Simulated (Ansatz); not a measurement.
## Where Mo_Ru puts its levels in the gap of RuS2 (Pa-3)

Charge states of Mo_Ru in RuS2 (Pa-3), set against the band edges. Model: a cell of 24 host atoms with 1 Ru taken out and 1 Mo put in.

Method: place-levels on PBEsol runs: charge-transition levels and formation energies with image-charge correction and potential alignment at the atomic sites; PAW set soft_1, in Ansatz 0.2.0.

### Step 1. Set-up

The cell holds 24 atoms: 7 Ru, 1 Mo and 16 S. Cell: a = 7.892 Å, b = 7.892 Å, c = 7.892 Å, α = 60.0°, β = 60.0°, γ = 60.0°. It derives from RuS2 (space group Pa-3). Nearest the centre at fractional (0.500, 0.500, 0.500): Mo8 at 0.00 Å, S14 at 2.34 Å, S12 at 2.34 Å, S19 at 2.34 Å, S9 at 2.34 Å, S24 at 2.34 Å, S21 at 2.34 Å, S10 at 3.54 Å.

Known beforehand: the electronic dielectric constant, 16.58, and the static one, 20.97, computed on the host (DFPT, PBEsol).

The cell's shortest repeat is 7.9 Å.

### Step 2. What was run first

A transition level is the Fermi level at which two charge states cost the same, so each charge needs its own total energy, at its own relaxed structure.

The atoms start from small random displacements, which break the site symmetry. Forces are taken on a 2×2×2 shifted mesh. The cell holds 1 electron more than the neutral one, with a uniform background that keeps it neutral on the whole. The electron count is odd, so at least one spin is unpaired; this run locks the moment at 1 μB.

The sampling was tested on the host first: at the k-points planned (1x1x1 Gamma-centred) its energy lies -0.224 eV an atom from the dense-mesh value, a large miss, so this sampling is coarse for the host.

One of the inputs; charge, spin and start change from state to state.

The input, qm1_M1.relax/input.yaml:

```yaml
crystal:
  lattice:
    - [0.0, 5.58082813, 5.58082813]
    - [5.58082813, 0.0, 5.58082813]
    - [5.58082813, 5.58082813, 0.0]
  atoms:
    - { symbol: Ru, position: [0.0, 0.5, 0.5] }
    - { symbol: Ru, position: [0.5, 0.0, 0.0] }
    - { symbol: Ru, position: [0.0, 0.0, 0.5] }
    - { symbol: Ru, position: [0.5, 0.5, 0.0] }
    - { symbol: Ru, position: [0.0, 0.5, 0.0] }
    - { symbol: Ru, position: [0.5, 0.0, 0.5] }
    - { symbol: Ru, position: [0.0, 0.0, 0.0] }
    - { symbol: Mo, position: [0.5, 0.5, 0.5], spin: 1.0 }
    - { symbol: S, position: [0.30686084, 0.57941747, 0.80686084] }
    - { symbol: S, position: [0.80686084, 0.07941747, 0.30686084] }
    - { symbol: S, position: [0.07941747, 0.30686084, 0.80686084] }
    - { symbol: S, position: [0.57941747, 0.80686084, 0.30686084] }
    - { symbol: S, position: [0.30686084, 0.80686084, 0.07941747] }
    - { symbol: S, position: [0.80686084, 0.30686084, 0.57941747] }
    - { symbol: S, position: [0.30686084, 0.30686084, 0.30686084] }
    - { symbol: S, position: [0.80686084, 0.80686084, 0.80686084] }
    - { symbol: S, position: [0.19313916, 0.19313916, 0.19313916] }
    - { symbol: S, position: [0.69313916, 0.69313916, 0.69313916] }
    - { symbol: S, position: [0.19313916, 0.69313916, 0.42058253] }
    - { symbol: S, position: [0.69313916, 0.19313916, 0.92058253] }
    - { symbol: S, position: [0.42058253, 0.19313916, 0.69313916] }
    - { symbol: S, position: [0.92058253, 0.69313916, 0.19313916] }
    - { symbol: S, position: [0.19313916, 0.92058253, 0.69313916] }
    - { symbol: S, position: [0.69313916, 0.42058253, 0.19313916] }
  host:
    repeats: [1, 1, 1]
    atoms:
      - { symbol: Ru, position: [0.0, 0.5, 0.5] }
      - { symbol: Ru, position: [0.5, 0.0, 0.0] }
      # ... 22 more atoms of the perfect host
total_charge: -1
basis:
  ecutwfc: 420
  xc_grid: 2
hamiltonian:
  xc: pbesol
  pseudopotentials: { kind: paw, azcp: { folder: soft_1 }, xc_functional: pbe }
kpoints:
  mp_grid: { grid: [2, 2, 2], shift: [0.5, 0.5, 0.5] }
magnetization:
  spin_polarized: true
  initial_magnetization: 1
  spin_locking: { lock_magnetization: hard }
scf:
  occupations: { method: fixed }
  max_iter: 100
output:
  forces: true
  charged_corrections:
    epsilon: 16.58
    static_epsilon: 20.97
    defect_position: [0.5, 0.5, 0.5]
relax:
  f_tol: 0.02
  max_steps: 80
  random_displacement: { seed: 1282 }
checkpoint:
  write: "../qm1_M1.relax.run"
  compress: false
  write_wavefunctions: true
  write_every: 100000
```

Launch:

```bash
ansatz run input.yaml --threads 4 --pin off --max-ram 15073MiB --backend cpu --events-out ev --progress --plain --runs-dir out
```

The energy is taken again at a 3×3×3 Γ-centred mesh, on the same structure.

The run of this state that the levels use, under PBEsol:

The input, qm1_M1.point/input.yaml:

```yaml
crystal:
  checkpoint: "../qm1_M1.relax.run"
  host: checkpoint
total_charge: -1
basis:
  ecutwfc: 420
  xc_grid: 2
hamiltonian:
  xc: pbesol
  pseudopotentials: { kind: paw, azcp: { folder: soft_1 }, xc_functional: pbe }
kpoints:
  mp_grid: { grid: [3, 3, 3] }
magnetization:
  spin_polarized: true
  initial_magnetization: 1
  spin_locking: { lock_magnetization: hard }
scf:
  occupations: { method: fermi_dirac, width: 0.01 }
  max_iter: 100
output:
  forces: true
  eigenvalues: true
  charged_corrections:
    epsilon: 16.58
    static_epsilon: 20.97
    defect_position: [0.5, 0.5, 0.5]
  eigenstates: { localisation: true }
  populations: true
  efg: {}
  band_densities: [{ bands: [v1, v1] }, { bands: [c1, c1] }]
  write_density: true
  write_potential: true
  volumetric_format: npy
checkpoint:
  read: "../qm1_M1.relax.run"
  write: "../qm1_M1.point.run"
  compress: false
  write_wavefunctions: false
  write_every: 100000
```

Relaxations under PBEsol at a 2×2×2 shifted mesh; times on 4 threads of Arm Neoverse V1, shared host:

```csv
charge,moment (μB),occupations,outcome,steps,largest displacement against the far atoms (Å),time
−1,1,fixed,converged,5,0.02,77 s
0,0,fixed,converged,5,0.03,40 s
+1,1,fixed,converged,10,0.23,5.1 min
0,2,fixed,converged,9,0.07,2.9 min
```

Single points under PBEsol at a 3×3×3 Γ-centred mesh; times on 4 threads of Arm Neoverse V1, shared host:

```csv
charge,moment (μB),occupations,outcome,time
−1,1,fermi-dirac,converged,30 s
0,0,fermi-dirac,converged,41 s
+1,1,fermi-dirac,converged,2 min
0,2,fermi-dirac,converged,2.1 min
```

Distances (Å) from Mo8 to the nearest atoms after relaxation with PBEsol:

```csv
charge,moment (μB),1.,2.,3.,4.,5.,6.
−1,1,S 2.36,S 2.36,S 2.36,S 2.36,S 2.36,S 2.36
0,0,S 2.37,S 2.37,S 2.37,S 2.37,S 2.37,S 2.37
0,2,S 2.36,S 2.37,S 2.39,S 2.39,S 2.40,S 2.40
+1,1,S 2.33,S 2.34,S 2.36,S 2.40,S 2.47,S 2.48
```

### Step 3. Placing the levels, PBEsol, a 3×3×3 Γ-centred mesh

A charged cell interacts with its images and the background, and its potential has another zero than the host's. place-levels removes the first by a point-charge model, screened by the static dielectric constant since the ions have relaxed around the charge, and the second by comparing potentials at atoms far from the defect.

The host is a run of the defect-free crystal in the same cutoffs, grids and k-points, so that basis and sampling errors cancel in part in the differences. Its band edges come from a run of the primitive cell that searches the zone for them. Chemical potentials are energies per atom of Ru (hcp) and Mo (bcc), run with the same functional and cutoff.

The input, levels.point.yaml:

```yaml
host:
  run: host.point.run
  levels_from: { run: edges.point.run }
states: [qm1_M1.point.run, q0.point.run, qp1_M1.point.run, q0_M2.point.run]
geometry_from:
  qm1_M1.point.run: qm1_M1.relax.run
  q0.point.run: q0.relax.run
  qp1_M1.point.run: qp1_M1.relax.run
  q0_M2.point.run: q0_M2.relax.run
  host.point.run: host.relax.run
chemical_potentials:
  Ru:
    energy: -5816.549489
    dataset: "<sha256 of the dataset>"
  Mo:
    energy: -4897.504667
    dataset: "<sha256 of the dataset>"
epsilon: 16.58
static_epsilon: 20.97
vertical:
  - { from: qm1_M1.point.run, to: qm1_M1.point_neutral.run }
  - { from: qp1_M1.point.run, to: qp1_M1.point_neutral.run }
```

Launch:

```bash
ansatz place-levels levels.point.yaml -- --threads 4 --pin off --max-ram 15073MiB
```

Numbers of over 12 decimals in the logs are rounded to 6 here.

Output:

```text
[... repeated set-up lines and file paths are left out, and long positions are rounded to six places ...]
(+1/0) 0.199 eV above the valence edge, 0.279 eV under the conduction edge
(0/-1) 0.511 eV above the valence edge, in the conduction band
formation energy of charge +1: +1.578 eV with the Fermi level at the valence edge
formation energy of charge 0: +1.776 eV with the Fermi level at the valence edge
formation energy of charge -1: +2.287 eV with the Fermi level at the valence edge
vertical -1 to 0: no energy, since no alignment is typed
  the change from vertical[0].from (qm1_M1.point.run) to vertical[0].to (qm1_M1.point_neutral.run): by its potential at epsilon 16.58 it stands at 0.501 0.500 0.499, with an rms radius of about 3.0 Å (1.7 1.7 1.7 Å across the planes of the cell's vectors); [...]
vertical +1 to 0: no energy, since no alignment is typed
  the change from vertical[1].from (qp1_M1.point.run) to vertical[1].to (qp1_M1.point_neutral.run): by its potential at epsilon 16.58 it stands at 0.521 0.430 0.467, with an rms radius of about 3.2 Å (1.8 2.0 1.7 Å across the planes of the cell's vectors); [...]
  edges by pbesol of host.levels_from (edges.point.run), its mesh sampled to repeats of 27.90 Å (the valence edge +0.098 eV and the conduction edge +0.000 eV from those of the host's own run), gap 0.478 eV; the host is sampled to repeats of 23.68 Å
  the defect's cells are sampled to repeats of 23.68 Å, like sampling
  charge +1: -59800.5376 eV with its correction of +0.096 eV, at epsilon 20.97, aligned at sites: -0.0448 eV, mean over 9 atomic sites at or beyond 3.95 Å from the defect at [0.5000, 0.5000, 0.5000], with +0.000000 for the charge's moments and without [...]
  states[2] (qp1_M1.point.run): levels filled in part (TS 0.003 eV): its energy is of no whole electron's
  charge 0: +0.000 eV for its dipole among its images, +0.000 omitted
  states[3] (q0_M2.point.run): levels filled in part (TS 0.003 eV): its energy is of no whole electron's
  charge -1: -59772.7216 eV with its correction of +0.029 eV, at epsilon 20.97, aligned at sites: +0.1116 eV, mean over 9 atomic sites at or beyond 3.95 Å from the defect at [0.5000, 0.5000, 0.5000], with +0.000000 for the charge's moments and without [...]
  states[0] (qm1_M1.point.run): levels filled in part (TS 0.002 eV): its energy is of no whole electron's
  charge 0: states[1] (q0.point.run) stands 0.034 eV higher, with a moment of 0.00 μB against 2.00
  states[1] (q0.point.run): levels filled in part (TS 0.004 eV): its energy is of no whole electron's
  of states[2] (qp1_M1.point.run): it parts from the run at its places by a charge that spreads by about 2 Å along one vector (1.1 Å or more is wide), by its potential at epsilon 16.58, taken for that of held ions (one typed too small widens it), where the [...]
  of states[3] (q0_M2.point.run): its alignment with the host at atomic sites is doubtful: the cell is too small to show whether the defect's potential has decayed: take a larger one
  of states[0] (qm1_M1.point.run): it parts from the run at its places by a charge that spreads by about 1.7 Å along one vector (1.1 Å or more is wide), by its potential at epsilon 16.58, taken for that of held ions (one typed too small widens it), where the [...]
  of states[1] (q0.point.run): its alignment with the host at atomic sites is doubtful: the cell is too small to show whether the defect's potential has decayed: take a larger one; of the run under geometry_from: band_overlap_at_count
  vertical[0].from (qm1_M1.point.run): levels filled in part (TS 0.002 eV): its energy is of no whole electron's
  of vertical[0].from (qm1_M1.point.run): its moments are held at its close (magnetization.spin_locking), by a field of 0.027 eV a Bohr magneton, and its energy and levels are of the state that this holds: a run that lets them go can end lower; [...]
  vertical[0].to (qm1_M1.point_neutral.run): levels filled in part (TS 0.004 eV): its energy is of no whole electron's
  vertical[1].from (qp1_M1.point.run): levels filled in part (TS 0.003 eV): its energy is of no whole electron's
  of vertical[1].from (qp1_M1.point.run): its moments are held at its close (magnetization.spin_locking), by a field of 0.059 eV a Bohr magneton, and its energy and levels are of the state that this holds: a run that lets them go can end lower; [...]
  vertical[1].to (qp1_M1.point_neutral.run): levels filled in part (TS 0.002 eV): its energy is of no whole electron's
```

The job ended after 0.41 s (4 threads of Arm Neoverse V1, shared host).

Under PBEsol the gap is 0.48 eV, (+1/0) 0.20, (0/−1) 0.51 (outside the gap) eV.

Levels between the charges placed, in eV above the valence top:

```csv
,gap (eV),(+1/0),(0/−1)
PBEsol,0.48,0.20,0.51
```

Corrections by state:

```csv
charge,moment (μB),image terms and alignment (eV),band filling (eV),ε used,"over the lowest of its charge, as the program ranks them, band filling apart (eV)"
+1,1.0,0.096,-,20.97,0.000
0,2.0,0.000,-,-,0.000
−1,1.0,0.029,-,20.97,0.000
0,0.0,0.000,-,-,0.034
```

The charged structures listed were also run neutral, and place-levels reads from each pair, by the potential or the spins, how wide the charge is by which they differ; that can be the carrier of either run.

```csv
charge,rms radius (Å),spread where it is widest against the cell (Å),wide from (Å),reading
+1,3.2,1.98,1.12,wide
−1,3.0,1.73,1.12,wide
```

The neutral runs of these pairs need not share the spin of the lowest neutral state, and very wide values only mean spread over the cell.

From the program's caveats on the states, each cut to its opening words:

- charge +1 (1 μB): it parts from the run at its places by a charge that spreads by about 2 Å along one vector (1.1 Å or more is wide), by its potential at epsilon 16.58, taken [...]
- charge +1 (1 μB), 0 (2 μB), −1 (1 μB), 0: its alignment with the host at atomic sites is doubtful: the cell is too small to show whether the defect's potential has decayed: take a larger one
- charge +1 (1 μB): its moments are held at its close (magnetization.spin_locking), by a field of 0.059 eV a Bohr magneton, and its energy and levels are of the state that this [...]
- charge −1 (1 μB): it parts from the run at its places by a charge that spreads by about 1.7 Å along one vector (1.1 Å or more is wide), by its potential at epsilon 16.58, taken [...]
- charge −1 (1 μB): its moments are held at its close (magnetization.spin_locking), by a field of 0.027 eV a Bohr magneton, and its energy and levels are of the state that this [...]

Chemical potentials of the elements' reference phases, run alike. Formation energies (elemental references), with the Fermi level at the valence top and at the conduction bottom (gap 0.48 eV):

```csv
charge,at valence top (eV),at conduction bottom (eV),correction included (eV)
+1,1.58,2.06,0.10
0,1.78,1.78,0.00
−1,2.29,1.81,0.03
```

```json
{"Fermi level (eV)": "0.00", "lowest formation energy (eV)": "1.58"}
{"Fermi level (eV)": "0.04", "lowest formation energy (eV)": "1.62"}
{"Fermi level (eV)": "0.09", "lowest formation energy (eV)": "1.66"}
{"Fermi level (eV)": "0.13", "lowest formation energy (eV)": "1.71"}
{"Fermi level (eV)": "0.17", "lowest formation energy (eV)": "1.75"}
{"Fermi level (eV)": "0.22", "lowest formation energy (eV)": "1.78"}
{"Fermi level (eV)": "0.26", "lowest formation energy (eV)": "1.78"}
{"Fermi level (eV)": "0.30", "lowest formation energy (eV)": "1.78"}
{"Fermi level (eV)": "0.35", "lowest formation energy (eV)": "1.78"}
{"Fermi level (eV)": "0.39", "lowest formation energy (eV)": "1.78"}
{"Fermi level (eV)": "0.43", "lowest formation energy (eV)": "1.78"}
{"Fermi level (eV)": "0.48", "lowest formation energy (eV)": "1.78"}
```

### Step 4. Effect of the sampling

The relaxations' own energies give the levels at their sampling, for comparison.

The input, levels.relax_mesh.yaml:

```yaml
host:
  run: host.relax.run
  levels_from: { run: edges.relax.run }
states: [qm1_M1.relax.run, q0.relax.run, qp1_M1.relax.run, q0_M2.relax.run]
chemical_potentials:
  Ru:
    energy: -5816.549489
    dataset: "<sha256 of the dataset>"
  Mo:
    energy: -4897.504667
    dataset: "<sha256 of the dataset>"
```

Launch:

```bash
ansatz place-levels levels.relax_mesh.yaml -- --threads 4 --pin off --max-ram 15073MiB
```

Output:

```text
(+1/0) 0.201 eV above the valence edge, 0.277 eV under the conduction edge
(0/-1) 0.516 eV above the valence edge, in the conduction band
formation energy of charge +1: +1.583 eV with the Fermi level at the valence edge
formation energy of charge 0: +1.784 eV with the Fermi level at the valence edge
formation energy of charge -1: +2.299 eV with the Fermi level at the valence edge
  edges by pbesol of host.levels_from (edges.relax.run), its mesh sampled to repeats of 27.90 Å (the valence edge +0.098 eV and the conduction edge -0.543 eV from those of the host's own run), gap 0.478 eV; the host is sampled to repeats of 15.78 Å
[... the lines on each state left out ...]
```

Run time: 0.15 s. Hardware: 4 threads.

Levels between neighbouring charges, in eV above the valence top:

```csv
,gap (eV),(+1/0),(0/−1)
a 2×2×2 shifted mesh,0.48,0.20,0.52
a 3×3×3 Γ-centred mesh,0.48,0.20,0.51
```

Going from a 2×2×2 shifted mesh to a 3×3×3 Γ-centred mesh moves the levels that carry no band-filling term by up to 0.01 eV and formation energies against the elements by up to 0.01 eV.

### Step 5. place-levels, PBEsol, k-mesh 1x1x1 Gamma

The energy is taken again at the zone centre alone, on the same structure.

The input, qm1_M1.s0/input.yaml:

```yaml
crystal:
  checkpoint: "../qm1_M1.relax.run"
  host: checkpoint
total_charge: -1
basis:
  ecutwfc: 420
  xc_grid: 2
hamiltonian:
  xc: pbesol
  pseudopotentials: { kind: paw, azcp: { folder: soft_1 }, xc_functional: pbe }
kpoints:
  mp_grid: { grid: [1, 1, 1] }
magnetization:
  spin_polarized: true
  initial_magnetization: 1
  spin_locking: { lock_magnetization: hard }
scf:
  occupations: { method: fermi_dirac, width: 0.01 }
  max_iter: 100
output:
  forces: true
  eigenvalues: true
  charged_corrections:
    epsilon: 16.58
    static_epsilon: 20.97
    defect_position: [0.5, 0.5, 0.5]
checkpoint:
  read: "../qm1_M1.relax.run"
  write: "../qm1_M1.s0.run"
  compress: false
  write_wavefunctions: false
  write_every: 100000
```

The job ended after 6.8 s (4 threads; peak memory 0.66 GiB).

The input, levels.s0.yaml:

```yaml
host:
  run: host.s0.run
  levels_from: { run: edges.s0.run }
states: [qm1_M1.s0.run, q0.s0.run, qp1_M1.s0.run, q0_M2.s0.run]
geometry_from:
  qm1_M1.s0.run: qm1_M1.relax.run
  q0.s0.run: q0.relax.run
  qp1_M1.s0.run: qp1_M1.relax.run
  q0_M2.s0.run: q0_M2.relax.run
  host.s0.run: host.relax.run
chemical_potentials:
  Ru:
    energy: -5816.549489
    dataset: "<sha256 of the dataset>"
  Mo:
    energy: -4897.504667
    dataset: "<sha256 of the dataset>"
```

Launch:

```bash
ansatz place-levels levels.s0.yaml -- --threads 4 --pin off --max-ram 15073MiB
```

Output:

```text
(+1/0) 0.310 eV beneath the valence edge, in the valence band
(0/-1) 0.463 eV above the valence edge, 0.015 eV under the conduction edge
formation energy of charge +1: +2.411 eV with the Fermi level at the valence edge
formation energy of charge 0: +2.101 eV with the Fermi level at the valence edge
formation energy of charge -1: +2.563 eV with the Fermi level at the valence edge
  edges by pbesol of host.levels_from (edges.s0.run), its mesh sampled to repeats of 27.90 Å (the valence edge +0.338 eV and the conduction edge +0.059 eV from those of the host's own run), gap 0.478 eV; the host is sampled to repeats of 7.89 Å
[... the lines on each state left out ...]
```

The job ended after 0.26 s (4 threads).

Under PBEsol the gap is 0.48 eV, (+1/0) -0.31 (outside the gap), (0/−1) 0.46 eV.

### Step 6. place-levels, PBEsol, k-mesh 1x1x1 quarter point

The energy is taken again at one point at (¼, ¼, ¼), on the same structure.

qm1_M1.s1/input.yaml, as its differences from qm1_M1.s0/input.yaml of step 5:

```diff
@@ -11,3 +11,3 @@
 kpoints:
-  mp_grid: { grid: [1, 1, 1] }
+  mp_grid: { grid: [1, 1, 1], shift: [0.25, 0.25, 0.25] }
 magnetization:
@@ -28,3 +28,3 @@
   read: "../qm1_M1.relax.run"
-  write: "../qm1_M1.s0.run"
+  write: "../qm1_M1.s1.run"
   compress: false
```

Run time: 6.1 s. Hardware: 4 threads; peak memory 0.8 GiB; 19 s of CPU time.

The input, levels.s1.yaml:

```yaml
host:
  run: host.s1.run
  levels_from: { run: edges.s1.run }
states: [qm1_M1.s1.run, q0.s1.run, qp1_M1.s1.run, q0_M2.s1.run]
geometry_from:
  qm1_M1.s1.run: qm1_M1.relax.run
  q0.s1.run: q0.relax.run
  qp1_M1.s1.run: qp1_M1.relax.run
  q0_M2.s1.run: q0_M2.relax.run
  host.s1.run: host.relax.run
chemical_potentials:
  Ru:
    energy: -5816.549489
    dataset: "<sha256 of the dataset>"
  Mo:
    energy: -4897.504667
    dataset: "<sha256 of the dataset>"
```

Launch:

```bash
ansatz place-levels levels.s1.yaml -- --threads 4 --pin off --max-ram 15073MiB
```

Output:

```text
(+1/0) 0.024 eV beneath the valence edge, in the valence band
(0/-1) 0.454 eV above the valence edge, 0.024 eV under the conduction edge
formation energy of charge +1: +2.175 eV with the Fermi level at the valence edge
formation energy of charge 0: +2.151 eV with the Fermi level at the valence edge
formation energy of charge -1: +2.605 eV with the Fermi level at the valence edge
[...]
[... the lines on each state left out ...]
```

It took 0.24 s on 4 threads.

Under PBEsol the gap is 0.48 eV, (+1/0) -0.02 (outside the gap), (0/−1) 0.45 eV; the stage before (PBEsol, at other k-points) gave a gap of 0.48 eV and levels within 0.29 eV of these.

(Part 1 of 2 ends here.)

[Logs are printed without paths, hosts, clocks, repeated set-up lines and the standing remarks that a program may print on its own settings, such as how far it seeks lower states.]

[Hosts, paths, dates, database ids (printed as entryN), source tags and the programs' standing remarks are cut or masked in the printed files.]

[Where a table of states has a column of steps, it counts the stored structures, which are thinned; the runs took as many ionic steps or more.]

[A defect's name tells the site on which it was built; relaxed atoms can leave that site.]

[For some hosts the program warned that the k-mesh of the response run may be too coarse for force constants and the static dielectric constant; such warnings are not shown here.]
